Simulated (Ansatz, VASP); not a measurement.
CdH2O2: VASP beside Ansatz

INCAR

```
ALGO = Normal
EDIFF = 1E-6
ENCUT = 520
GGA = PS
ISIF = 2
ISMEAR = 0
LASPH = True
LCHARG = False
LREAL = False
LWAVE = False
NBANDS = 21
NELM = 100
PREC = Accurate
SIGMA = 0.01
```

File KPOINTS:

```
k-points
0
Gamma
  6 6 4
```

Contents of POSCAR:

```
CdH2O2
1.0
    3.4680130281      0.0000000000      0.0000000000
   -1.7340065140      3.0033873839      0.0000000000
    0.0000000000      0.0000000000      4.5802286343
Cd H O
1 2 2
Direct
    0.0000000000      0.0000000000      0.0000000000
    0.6666666667      0.3333333333      0.5509607200
    0.3333333333      0.6666666667      0.4490392800
    0.6666666667      0.3333333333      0.7593720000
    0.3333333333      0.6666666667      0.2406280000
```

Input for Ansatz:

```yaml
crystal:
  lattice:
    - [3.468013028069687, 0.0, 0.0]
    - [-1.7340065140348435, 3.003387383926873, 0.0]
    - [0.0, 0.0, 4.580228634345725]
  atoms:
    - { symbol: Cd, position: [0.0, 0.0, 0.0] }
    - { symbol: H, position: [0.6666666666666666, 0.3333333333333333, 0.55096072] }
    - { symbol: H, position: [0.3333333333333333, 0.6666666666666666, 0.44903928] }
    - { symbol: O, position: [0.6666666666666666, 0.3333333333333333, 0.759372] }
    - { symbol: O, position: [0.3333333333333333, 0.6666666666666666, 0.240628] }
basis:
  ecutwfc: 462.593566181796
kpoints:
  mp_grid:
    grid: [6, 6, 4]
hamiltonian:
  xc: pbesol
  pseudopotentials:
    kind: paw
scf:
  convergence:
    dr2_threshold: 1.0e-07
  occupations:
    method: fixed
output:
  stress: true
```

The cell comes from a database or a generator and needn't be the stable form of this composition.

Alike in both runs: task single point; functional PBEsol; k mesh 6 × 6 × 4; no spin polarisation.

|  | VASP | Ansatz |
| --- | --- | --- |
| version | VASP 6.6.1 | Ansatz 0.2.0 |
| potentials or method | VASP PAW PBE potentials, release 64 (Cd, H, O) | plane waves, PAW |
| plane-wave cutoff (eV) | 520 | 463 |
| occupations | gaussian, width 0.01 eV | fixed |
| valence electrons in the cell | 26 | 34 |

```tsv
	VASP	Ansatz	Ansatz less VASP
pressure (GPa)	5.5	4.4	-1.04
largest component of the traceless stress (GPa)	4.42	3.89	-0.525
```

The two sets of potentials don't hold the same shells in valence. Ansatz warned: «stress_scf_threshold_loose».

Caveats: the PAW data sets were made with another functional, which shifts forces and pressure a little (VASP). A k mesh can miss the band edges.
